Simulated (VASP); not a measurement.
# Ru (P6_3/mmc) in VASP: notebook

The runs below take Ru through single point, density of states, with TB-mBJ, PW91+D4.

Everything below comes from runs of VASP 6.6.1. Logs are shortened: lines on timing, memory, paths and dates and some standing lists are left out, and cuts for length are marked.

## 1. Starting point

Symmetry: P6_3/mmc, No. 194, hexagonal system. The conventional cell has a = 2.706 Å, b = 2.706 Å, c = 4.282 Å, α = 90.00°, β = 90.00°, γ = 120.00°. Ru (site symmetry -6m2) is surrounded by 12 Ru at 2.65 to 2.71 Å.

## 2. Single point, TB-mBJ, spin-orbit coupling, no magnetisation (cell strained at random at fixed volume)

POSCAR

```
Ru
2.7435
    0.999969017678     -0.006287588846      0.005940586842
   -0.505429925278      0.847887005650     -0.004734827775
    0.009400765446     -0.003224712958      1.556565336249
Ru
2
Direct
    0.6666666667      0.3333333333      0.7500000000
    0.3333333333      0.6666666667      0.2500000000
```

INCAR.step1

```
  ALGO = Normal
  AMIX = 0.2
  AMIX_MAG = 0.8
  BMIX = 1E-4
  BMIX_MAG = 1E-4
  EDIFF = 1E-5
  ENCUT = 520
  GGA = PE
  GGA_COMPAT = False
  ISIF = 2
  ISMEAR = -1
  LASPH = True
  LMAXMIX = 4
  LORBIT = 11
  LREAL = False
  LSORBIT = True
  LWAVE = True
  MAGMOM = 0 0 0 0 0 0
  NBANDS = 40
  NELM = 80
  PREC = Accurate
  SIGMA = 0.3
```

INCAR.step2

```
  ALGO = Normal
  AMIX = 0.2
  AMIX_MAG = 0.8
  BMIX = 1E-4
  BMIX_MAG = 1E-4
  EDIFF = 1E-7
  ENCUT = 520
  GGA_COMPAT = False
  ISIF = 2
  ISMEAR = -1
  ISTART = 1
  LASPH = True
  LCHARG = True
  LMAXMIX = 4
  LORBIT = 11
  LREAL = False
  LSORBIT = True
  LVHAR = True
  LWAVE = False
  MAGMOM = 0 0 0 0 0 0
  METAGGA = MBJ
  NBANDS = 40
  NELM = 80
  PREC = Accurate
  SIGMA = 0.3
```

KPOINTS

```
k-points
0
Gamma
  5 5 3
```

Potentials or basis: VASP PAW PBE potentials, release 54 (Ru_pv).

Run with:

```console
cat potpaw_PBE.54/Ru_pv/POTCAR > POTCAR
cp INCAR.step1 INCAR
mpirun -np 1 vasp_ncl > vasp.out
cp INCAR.step2 INCAR
mpirun -np 1 vasp_ncl > vasp.out
```

OUTCAR:

```text
AMIX = 0.2
   AMIX_MAG = 0.8
   EDIFF = 1E-7
   ENCUT = 520
   ISIF = 2
   ISMEAR = -1
   ISTART = 1
   LASPH = True
   LORBIT = 11
   LREAL = False
   LSORBIT = True
   METAGGA = MBJ
   NELM = 80
   PREC = Accurate

 ion  position               nearest neighbor table
   1  0.667  0.333  0.750-   2 2.63   2 2.64   2 2.64   2 2.64   2 2.66   2 2.67
   2  0.333  0.667  0.250-   1 2.63   1 2.64   1 2.64   1 2.64   1 2.66   1 2.67

  LATTYP: Found a triclinic cell.
 ALAT       =     2.7081474721
 B/A-ratio  =     2.5348931370
 C/A-ratio  =     4.1151070366
 COS(alpha) =     0.0012152992
 COS(beta)  =     0.6090476181
 COS(gamma) =     0.7829734098

  Lattice vectors:

 A1 = (  -1.3866470000,   2.3261780000,  -0.0129900000)
 A2 = (  -2.7475030000,   4.6435090000,   4.2444570000)
 A3 = (  -1.4681080000,   6.9789780000,  -8.5635460000)

Analysis of symmetry for initial positions (statically):
=====================================================================
 Subroutine PRICEL returns:
 Original cell was already a primitive cell.

 Routine SETGRP: Setting up the symmetry group for a
 triclinic supercell.

 Subroutine GETGRP returns: Found  2 space group operations
 (whereof  2 operations were pure point group operations)
 out of a pool of  2 trial point group operations.

The static configuration has the point symmetry S_2 .

Analysis of symmetry for dynamics (positions and initial velocities):
=====================================================================
 Subroutine PRICEL returns:
 Original cell was already a primitive cell.

 Routine SETGRP: Setting up the symmetry group for a
 triclinic supercell.

 Subroutine GETGRP returns: Found  2 space group operations
 (whereof  2 operations were pure point group operations)
 out of a pool of  2 trial point group operations.

The dynamic configuration has the point symmetry S_2 .

Analysis of structural, dynamic, and magnetic symmetry:
=====================================================================
 Subroutine PRICEL returns:
 Original cell was already a primitive cell.

 Routine SETGRP: Setting up the symmetry group for a
 triclinic supercell.

 Subroutine GETGRP returns: Found  2 space group operations
 (whereof  2 operations were pure point group operations)
 out of a pool of  2 trial point group operations.

The overall configuration has the point symmetry S_2 .

 Subroutine INISYM returns: Found  2 space group operations
 (whereof  2 operations are pure point group operations),
 and found     1 'primitive' translations

----------------------------------------------------------------------------------------

                                     Primitive cell

  volume of cell :      27.1493

  direct lattice vectors                    reciprocal lattice vectors
     2.743415000 -0.017250000  0.016298000     0.365891005  0.218099745 -0.001757939
    -1.386647000  2.326178000 -0.012990000     0.002708021  0.431508882  0.000877596
     0.025791000 -0.008847000  4.270437000    -0.001388175  0.000480211  0.234177451

  length of vectors
     2.743517642  2.708147472  4.270524045     0.425965746  0.431518272  0.234182058

  position of ions in fractional coordinates (direct lattice)
     0.666666667  0.333333333  0.750000000
     0.333333333  0.666666667  0.250000000

  ion indices of the primitive-cell ions
   primitive index   ion index
                 1           1
                 2           2

----------------------------------------------------------------------------------------

 KPOINTS: k-points

[... 75 lines left out ...]
   POTIM  = 0.5000    time-step for ionic-motion
   TEBEG  =    0.0;   TEEND  =   0.0 temperature during run
   PSTRESS=    0.0 pullay stress
   NELECT =      28.0000    total number of electrons
   NUPDOWN=      -1.0000    fix difference up-down
   EMIN   =  10.00;   EMAX   =-10.00  energy-range for DOS
   EFERMI =   0.00;   METHOD = LEGACY
   ISMEAR =    -1;   SIGMA  =   0.30  broadening in eV -4-tet -1-fermi 0-gaus
   EFERMI_NEDOS =   21; number of points for ismear=-14 and -15
   IALGO  =     38    algorithm
   IMIX   =      4    mixing-type and parameters
     AMIX     =   0.20;   BMIX     =  0.00
     AMIX_MAG =   0.80;   BMIX_MAG =  0.00
  volume/ion in A,a.u.               =      13.57        91.61
  Fermi-wavevector in a.u.,A,eV,Ry     =   1.654022  3.125649 37.222676  2.735790
  Thomas-Fermi vector in A             =   2.742361
   LORBIT       =     11    0 simple, 1 ext, 2 COOP (PROOUT), +10 PAW based schemes
   METAGGA = MBJ    functional components
   LHFCALC =     F    Hartree Fock is set to
   AEXX    =    0.0000 exact exchange contribution
   IVDW    =     0    specifies the selected vdW correction
   LEPSILON=     F    determine dielectric tensor
   LRPA    =     F    only Hartree local field effects (RPA)
  energy-cutoff  :      520.00
  volume of cell :       27.15
 maximum number of plane-waves:      1486
   NGX = 11   NGY = 11   NGZ = 15

 number of electron      28.0000003 magnetization      -0.0000087     -0.0000018     -0.0000152

 number of electron      28.0000003 magnetization      -0.0000003      0.0000001     -0.0000001

 number of electron      28.0000003 magnetization       0.0000000     -0.0000000      0.0000000

 Free energy of the ion-electron system (eV)
  ---------------------------------------------------
  ext. energy  EPLUGINS =         0.00000000
  ---------------------------------------------------
  free energy    TOTEN  =       421.70568348 eV

  energy without entropy =      422.25060278  energy(sigma->0) =      421.97814313

 E-fermi :  13.2104     XC(G=0): -15.3753

 val. band max:       13.2000274053   @ k =  -0.4000   0.4000   0.3333
 cond. band min:      13.2715194386   @ k =  -0.2000   0.2000   0.3333
 fundamental gap:      0.0714920333
 Fermi energy:        13.2104466355

 k-point     1 :       0.0000    0.0000    0.0000
  band No.  band energies     occupation
      1     -32.1553      1.00000
      2     -32.1553      1.00000
      3     -31.6678      1.00000
      4     -31.6678      1.00000
      5     -29.1065      1.00000
      6     -29.1065      1.00000
[... 1021 lines left out ...]
     39      18.3241      0.00000
     40      18.3241      0.00000

 [... further k-points ...]
[... 5 lines left out ...]
  --------------------------------------------------------------------------------------
  -------------------------------------------------------------------------------------
  Total      -97.5155351    -96.0597547    -95.2867142      0.3986653      0.0987623     -0.2816587
  in kB    -5754.7423559  -5668.8315180  -5623.2116171     23.5266699      5.8283205    -16.6216946
  external PRESSURE =   -5682.2618303 kB  Pullay stress =       0.0000000 kB

 VOLUME and BASIS-vectors are now :
 -----------------------------------------------------------------------------
  energy-cutoff  :      520.00
  volume of cell :       27.15
      direct lattice vectors                 reciprocal lattice vectors
     2.743415000 -0.017250000  0.016298000     0.365891005  0.218099745 -0.001757939
    -1.386647000  2.326178000 -0.012990000     0.002708021  0.431508882  0.000877596
     0.025791000 -0.008847000  4.270437000    -0.001388175  0.000480211  0.234177451

 POSITION                                       TOTAL-FORCE (eV/Angst)
 -----------------------------------------------------------------------------------
      1.38607      0.75726      3.20936        -0.060918      0.123626      0.011783
     -0.00351      1.54282      1.06438         0.060918     -0.123626     -0.011783
 -----------------------------------------------------------------------------------
    total drift:                                0.000000     -0.000000      0.000000

  FREE ENERGIE OF THE ION-ELECTRON SYSTEM (eV)
  ---------------------------------------------------
  free  energy   TOTEN  =       421.7056834844 eV

  energy  without entropy=      422.2506027814  energy(sigma->0) =      421.97814313

 Spin-Orbit-Coupling matrix elements

 Ion:    1  E_soc:     -0.2634776
 l=   1
     0.0000000    -0.0362072    -0.0362806
    -0.0362072     0.0000000    -0.0361900
    -0.0362806    -0.0361900     0.0000000
 l=   2
     0.0000000    -0.0015494     0.0000000    -0.0015441    -0.0060753
    -0.0015494     0.0000000    -0.0045010    -0.0016789    -0.0015716
     0.0000000    -0.0045010     0.0000000    -0.0045327     0.0000000
    -0.0015441    -0.0016789    -0.0045327     0.0000000    -0.0016081
    -0.0060753    -0.0015716     0.0000000    -0.0016081     0.0000000
 l=   3
     0.0000000     0.0000000     0.0000000     0.0000000     0.0000000     0.0000000     0.0000000
     0.0000000     0.0000000     0.0000000     0.0000000     0.0000000     0.0000000     0.0000000
     0.0000000     0.0000000     0.0000000     0.0000000     0.0000000     0.0000000     0.0000000
     0.0000000     0.0000000     0.0000000     0.0000000     0.0000000     0.0000000     0.0000000
     0.0000000     0.0000000     0.0000000     0.0000000     0.0000000     0.0000000     0.0000000
     0.0000000     0.0000000     0.0000000     0.0000000     0.0000000     0.0000000     0.0000000
     0.0000000     0.0000000     0.0000000     0.0000000     0.0000000     0.0000000     0.0000000

 Ion:    2  E_soc:     -0.2634776
 l=   1
     0.0000000    -0.0362072    -0.0362806
    -0.0362072     0.0000000    -0.0361900
    -0.0362806    -0.0361900     0.0000000
 l=   2
     0.0000000    -0.0015494     0.0000000    -0.0015441    -0.0060753
    -0.0015494     0.0000000    -0.0045010    -0.0016789    -0.0015716
     0.0000000    -0.0045010     0.0000000    -0.0045327     0.0000000
    -0.0015441    -0.0016789    -0.0045327     0.0000000    -0.0016081
    -0.0060753    -0.0015716     0.0000000    -0.0016081     0.0000000
 l=   3
     0.0000000     0.0000000     0.0000000     0.0000000     0.0000000     0.0000000     0.0000000
     0.0000000     0.0000000     0.0000000     0.0000000     0.0000000     0.0000000     0.0000000
     0.0000000     0.0000000     0.0000000     0.0000000     0.0000000     0.0000000     0.0000000
     0.0000000     0.0000000     0.0000000     0.0000000     0.0000000     0.0000000     0.0000000
     0.0000000     0.0000000     0.0000000     0.0000000     0.0000000     0.0000000     0.0000000
     0.0000000     0.0000000     0.0000000     0.0000000     0.0000000     0.0000000     0.0000000
     0.0000000     0.0000000     0.0000000     0.0000000     0.0000000     0.0000000     0.0000000

 total charge

# of ion       s       p       d       tot
------------------------------------------
    1        0.485   6.266   6.063  12.814
    2        0.485   6.266   6.063  12.814
--------------------------------------------------
tot          0.970  12.532  12.127  25.628

 magnetization (x)

# of ion       s       p       d       tot
------------------------------------------
    1        0.000  -0.000   0.000   0.000
    2        0.000  -0.000   0.000   0.000
--------------------------------------------------
tot          0.000  -0.000   0.000   0.000

 magnetization (y)

# of ion       s       p       d       tot
------------------------------------------
    1       -0.000   0.000  -0.000  -0.000
    2       -0.000   0.000  -0.000  -0.000
--------------------------------------------------
tot         -0.000   0.000  -0.000  -0.000

 magnetization (z)

# of ion       s       p       d       tot
------------------------------------------
    1        0.000  -0.000   0.000   0.000
    2        0.000  -0.000   0.000   0.000
--------------------------------------------------
tot          0.000  -0.000   0.000   0.000
```

Run time: 5.7 min. Hardware: 1 thread of Intel Xeon Platinum 8375C at 2.90GHz (Ice Lake), shared host; peak memory 0.25 GiB.

These settings aren't checked as converged: the numbers below hold their error.

Results:

```yaml
Valence_electrons_inside_the_program's_atomic_spheres: Ru 12.81
```

Caveat: the k mesh is coarse (spacing up to 0.54 Å⁻¹), so the values aren't converged; the PAW data sets were made with another functional, which shifts forces and pressure a little.

## 3. Density of states, PW91+D4

Ru.cif

```cif
data_Ru
_cell_length_a 2.70580000
_cell_length_b 2.70580000
_cell_length_c 4.28190000
_cell_angle_alpha 90.00000000
_cell_angle_beta 90.00000000
_cell_angle_gamma 120.00000000
_space_group_name_H-M_alt 'P6_3/mmc'
_space_group_name_Hall '-P 6c 2c'
_space_group_IT_number 194
loop_
_space_group_symop_operation_xyz
'x,y,z'
'-x,-y,-z'
'x-y,x,z+1/2'
'-x+y,-x,-z+1/2'
'-y,x-y,z'
'y,-x+y,-z'
'-x,-y,z+1/2'
'x,y,-z+1/2'
'-x+y,-x,z'
'x-y,x,-z'
'y,-x+y,z+1/2'
'-y,x-y,-z+1/2'
'-y,-x,-z+1/2'
'y,x,z+1/2'
'-x,-x+y,-z'
'x,x-y,z'
'-x+y,y,-z+1/2'
'x-y,-y,z+1/2'
'y,x,-z'
'-y,-x,z'
'x,x-y,-z+1/2'
'-x,-x+y,z+1/2'
'x-y,-y,-z'
'-x+y,y,z'
loop_
_atom_site_label
_atom_site_type_symbol
_atom_site_symmetry_multiplicity
_atom_site_Wyckoff_symbol
_atom_site_fract_x
_atom_site_fract_y
_atom_site_fract_z
_atom_site_occupancy
Ru1 Ru 2 c 0.6666666667 0.3333333333 0.7500000000 1
```

POSCAR

```
Ru
 1.0000000000000000
     2.7058000000000000    0.0000000000000000    0.0000000000000000
    -1.3528999999999993    2.3432915375599341    0.0000000000000000
     0.0000000000000000    0.0000000000000000    4.2819000000000003
 Ru 
   2
Cartesian
  1.3529000001352902  0.7810971791085349  3.2114250000000002
 -0.0000000001352896  1.5621943584513993  1.0704750000000001
```

INCAR.step1

```
SYSTEM = Ru
  PREC = Accurate
  ENCUT = 520
  EDIFF = 1E-7
  ISMEAR = -5
  SIGMA = 0.5
  LREAL = .FALSE.
  LASPH = .TRUE.
  NELM = 80
  ALGO = Fast
  ISIF = 2
  LWAVE = .FALSE.
  LCHARG = .TRUE.
  LMAXMIX = 4
  GGA = 91
  IVDW = 13
  VDW_S6 = 1.0
  VDW_S8 = 0.77283111
  VDW_A1 = 0.39581542
  VDW_A2 = 4.93405761
  NBANDS = 21
  NELMDL = -8
```

KPOINTS.step1

```
regular mesh
0
G
  11 11 6
  0 0 0
```

INCAR.step2

```
SYSTEM = Ru
  PREC = Accurate
  ENCUT = 520
  EDIFF = 1E-7
  ISMEAR = -5
  SIGMA = 0.5
  LREAL = .FALSE.
  LASPH = .TRUE.
  NELM = 80
  ALGO = Fast
  ISIF = 2
  LWAVE = .FALSE.
  LCHARG = .FALSE.
  LMAXMIX = 4
  GGA = 91
  IVDW = 13
  VDW_S6 = 1.0
  VDW_S8 = 0.77283111
  VDW_A1 = 0.39581542
  VDW_A2 = 4.93405761
  LORBIT = 11
  NBANDS = 21
  NELMDL = -8
  NEDOS = 1001
  ICHARG = 11
```

KPOINTS.step2

```
regular mesh
0
G
  17 17 9
  0 0 0
```

Potentials or basis: VASP PAW PBE potentials, release 64 (Ru_pv).

Run with:

```console
ase convert -i cif -o vasp Ru.cif POSCAR
cat potpaw_PBE.64/Ru_pv/POTCAR > POTCAR
cp INCAR.step1 INCAR
cp KPOINTS.step1 KPOINTS
mpirun -np 1 vasp_std > vasp.out
cp INCAR.step2 INCAR
cp KPOINTS.step2 KPOINTS
mpirun -np 1 vasp_std > vasp.out
```

It took 57 s on 1 thread of Intel Xeon Platinum 8375C at 2.90GHz (Ice Lake), shared host; peak memory 0.19 GiB.

The run converged. Its results:

```
Valence electrons inside the program's atomic spheres : Ru 12.68
Dispersion energy per atom                            : -0.423 eV
```

Levels at points of the mesh, in eV from the Fermi level:
```tsv
k point	band 10	band 11	band 12	band 13	band 14	band 15	band 16	band 17	band 18	band 19
(0.00, 0.00, 0.00)	-2.61	-2.43	-1.93	-1.93	-1.40	-1.40	1.18	1.18	1.37	10.20
```

States per cell in windows of 1 eV (zero at the Fermi level; states under -8 eV left out):
| from (eV) | total | Ru1_d | Ru2_d | Ru1_p | Ru2_p | Ru1_s | Ru2_s |
| --- | --- | --- | --- | --- | --- | --- | --- |
| -8.0 | 0.08 | 0.00 | 0.00 | 0.00 | 0.00 | 0.02 | 0.02 |
| -7.0 | 0.41 | 0.08 | 0.08 | 0.01 | 0.01 | 0.06 | 0.06 |
| -6.0 | 2.92 | 0.94 | 0.94 | 0.04 | 0.04 | 0.17 | 0.17 |
| -5.0 | 2.32 | 0.83 | 0.83 | 0.05 | 0.05 | 0.06 | 0.06 |
| -4.0 | 2.43 | 0.93 | 0.93 | 0.06 | 0.06 | 0.03 | 0.03 |
| -3.0 | 3.26 | 1.32 | 1.32 | 0.07 | 0.07 | 0.03 | 0.03 |
| -2.0 | 2.75 | 1.10 | 1.10 | 0.08 | 0.08 | 0.02 | 0.02 |
| -1.0 | 1.91 | 0.79 | 0.79 | 0.05 | 0.05 | 0.01 | 0.01 |
| 0.0 | 1.89 | 0.86 | 0.86 | 0.02 | 0.02 | 0.01 | 0.01 |
| 1.0 | 3.19 | 1.49 | 1.49 | 0.02 | 0.02 | 0.01 | 0.01 |
| 2.0 | 0.50 | 0.17 | 0.17 | 0.03 | 0.03 | 0.02 | 0.02 |
| 3.0 | 0.53 | 0.15 | 0.15 | 0.05 | 0.05 | 0.02 | 0.02 |
| 4.0 | 0.46 | 0.11 | 0.11 | 0.05 | 0.05 | 0.02 | 0.02 |
| 5.0 | 0.44 | 0.09 | 0.09 | 0.06 | 0.06 | 0.02 | 0.02 |
| 6.0 | 0.42 | 0.08 | 0.08 | 0.06 | 0.06 | 0.02 | 0.02 |
| 7.0 | 0.43 | 0.07 | 0.07 | 0.07 | 0.07 | 0.02 | 0.02 |

Caveat: the PAW data sets were made with another functional, which shifts forces and pressure a little; pairwise dispersion overbinds metals, which lowers pressure and volume; tetrahedron occupations give inexact forces and stress in metals.

## 4. For comparison

An earlier run on the cell as given: functional PBE; potentials or basis VASP PAW PBE potentials, release 64 (Ru_pv); cutoff 520 eV; k mesh 11 × 11 × 6; occupations fermi-dirac, width 0.05 eV; no spin polarisation.

- Pressure: 4.5 GPa
- Band gap on the k mesh: none (metal or under the smearing width)
